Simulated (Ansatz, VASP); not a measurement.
## MgO in VASP and in Ansatz

File INCAR:

```
ALGO = Normal
EDIFF = 1E-8
ENCUT = 520
GGA = PE
ISIF = 2
ISMEAR = -1
LASPH = True
LCHARG = False
LEFG = True
LREAL = False
LWAVE = False
NBANDS = 11
NELM = 80
PREC = Accurate
SIGMA = 0.01
```

KPOINTS

```
k-points
0
Gamma
  11 11 11
```

File POSCAR:

```
MgO
1.0
   -0.0427030000      2.1351500000      2.1351500000
    2.1351500000     -0.0427030000      2.1351500000
    2.0924470000      2.0924470000      0.0000000000
Mg O
1 1
Direct
    0.0000000000      0.0000000000      0.0000000000
    0.5000000000      0.5000000000      0.5000000000
```

Input for Ansatz:

```yaml
crystal:
  lattice:
    - [-0.042703, 2.13515, 2.13515]
    - [2.13515, -0.042703, 2.13515]
    - [2.092447, 2.092447, 0.0]
  atoms:
    - { symbol: Mg, position: [0.0, 0.0, 0.0] }
    - { symbol: O, position: [0.5, 0.5, 0.5] }
kpoints:
  mp_grid: { grid: [11, 11, 11] }
scf:
  occupations: { method: fermi_dirac, width: 0.01 }
hamiltonian:
  xc: pbe
  pseudopotentials: { kind: paw }
output:
  forces: true
  stress: true
  eigenvalues: true
  efg: { contact_densities: true }
  write_density: true
  write_potential: true
  elf: true
  volumetric_format: npy
```

Change from the starting cell: xy shear strain of -4 %, PAW files.

Alike in both runs: task electric field gradients; functional PBE; k mesh 11 × 11 × 11; occupations fermi-dirac, width 0.01 eV; no spin polarisation.

```csv
,VASP,Ansatz
version,VASP 6.6.1,Ansatz 0.2.0
potentials or method,"VASP PAW PBE potentials, release 64 (Mg, O)","PAW with Ansatz's default frozen-core files, scalar-relativistic"
plane-wave cutoff (eV),520,420
valence electrons in the cell,8,16
```

Ansatz gave:

* gap on the k mesh at the Fermi level (eV): 4.19
* pressure (GPa): -1.6
* largest component of the traceless stress (GPa): 5.59
* Vzz of the field gradient on the site that differs most (V/Å²): 2.1

Problem. What did VASP give for the same quantities?

Solution. gap on the k mesh at the Fermi level (eV): 4.17; pressure (GPa): -2.4; largest component of the traceless stress (GPa): 5.63; Vzz of the field gradient on the site that differs most (V/Å²): 0.9.

With one functional, cell and mesh, what is left measures potentials, basis and numerics. The two sets of potentials don't hold the same shells in valence.
